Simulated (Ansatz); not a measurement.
## Strain and the gap of GaSb (zincblende)

GaSb (zincblende), relaxed with r2SCAN in the plane-wave code Ansatz. The symmetry is F-43m (No. 216, cubic); a = 6.132 Å in the conventional setting, 28.82 Å³ an atom. Around Ga lie 4 Sb at 2.66 Å; around Sb lie 4 Ga at 2.66 Å.

The axes x, y and z are those of this cell:
```
Ga Sb
1.0
     0.00000    3.06588    3.06588
     3.06588    0.00000    3.06588
     3.06588    3.06588    0.00000
Ga Sb
1 1
Cartesian
  0.0000 0.0000 0.0000
  1.5329 1.5329 1.5329
```

Unstrained: The r2SCAN gap is direct at Γ: 0.414 eV. HSE06 gives a direct gap of 0.772 eV at Γ. Meshes: r2SCAN 8×8×8, HSE06 6×6×6. Strains are changes of length per length, and xy shears are angles. After each strain the atoms were relaxed again with r2SCAN within the symmetry that the strain leaves, so tilts or polar shifts that break it weren't tested; points keep the names that they have in the unstrained zone. The values are computed, spin-unpolarised, and not measurements.

Changes of the least gap in eV (an overlap counts as a negative gap):
```json
{"strain": "xy shear, engineering strain (angle) +1.5 %", "volume change (%)": "0.0", "space group": "Imm2", "r2SCAN": "-0.060", "HSE06": "-0.062", "energy rise, r2SCAN (meV/atom)": "0.9"}
{"strain": "uniaxial -1.5 % along [111]", "volume change (%)": "-1.5", "space group": "R3m", "r2SCAN": "+0.038", "HSE06": "+0.042", "energy rise, r2SCAN (meV/atom)": "2.3"}
{"strain": "epitaxial -2.5 % in the xy plane, free normal strain +2.08 %", "volume change (%)": "-3.0", "space group": "I-4m2", "r2SCAN": "+0.111", "HSE06": "+0.125", "energy rise, r2SCAN (meV/atom)": "11.0"}
{"strain": "isotropic -0.5 % on every length", "volume change (%)": "-1.5", "space group": "F-43m", "r2SCAN": "+0.115", "HSE06": "+0.123", "energy rise, r2SCAN (meV/atom)": "1.1"}
{"strain": "isotropic -1.5 % on every length", "volume change (%)": "-4.4", "space group": "F-43m", "r2SCAN": "+0.349", "HSE06": "+0.355", "energy rise, r2SCAN (meV/atom)": "10.3"}
```

Xy shear, engineering strain (angle) +1.5 %. HSE06: the gap goes from 0.772 to 0.710 eV (-0.062 eV); with r2SCAN the top three valence levels at Γ, degenerate before, become 1+1+1 from the top over 115 meV. Stress change with r2SCAN, compression positive: xx +0.01, yy +0.01, zz 0.00, xy -0.66 GPa.

Uniaxial -1.5 % along [111], other directions held. HSE06: the gap goes from 0.772 to 0.814 eV (+0.042 eV); with r2SCAN the top three valence levels at Γ, degenerate before, become 1+2 from the top over 113 meV. Stress change with r2SCAN, compression positive: xx +0.84, yy +0.84, zz +0.84, xy +0.45, xz +0.45, yz +0.45 GPa.

Epitaxial -2.5 % in the xy plane, free normal strain +2.08 %. HSE06: the gap goes from 0.772 to 0.897 eV (+0.125 eV); with r2SCAN the top three valence levels at Γ, degenerate before, become 2+1 from the top over 307 meV. Stress change with r2SCAN, compression positive: xx +2.55, yy +2.55, zz +0.03 GPa.

Isotropic -0.5 % on every length. HSE06: the gap goes from 0.772 to 0.895 eV (+0.123 eV). Stress change with r2SCAN, compression positive: xx +0.83, yy +0.83, zz +0.83 GPa. For HSE06, dE_g/d ln V = -8.2 eV over this step.

Isotropic -1.5 % on every length. HSE06: the gap goes from 0.772 to 1.127 eV (+0.355 eV); it turns from direct (Γ) to indirect (Γ → L); least and direct gap lie within 0.04 eV, so its kind isn't settled. Stress change with r2SCAN, compression positive: xx +2.70, yy +2.70, zz +2.70 GPa.

Spin-orbit coupling is left out, which matters wherever the heavy atoms make up the band edges.

The meshes of the hybrids are coarse, so their gaps aren't converged to the digits shown.

The splittings at Γ are without spin-orbit coupling, which regroups them where it is of like size or larger.
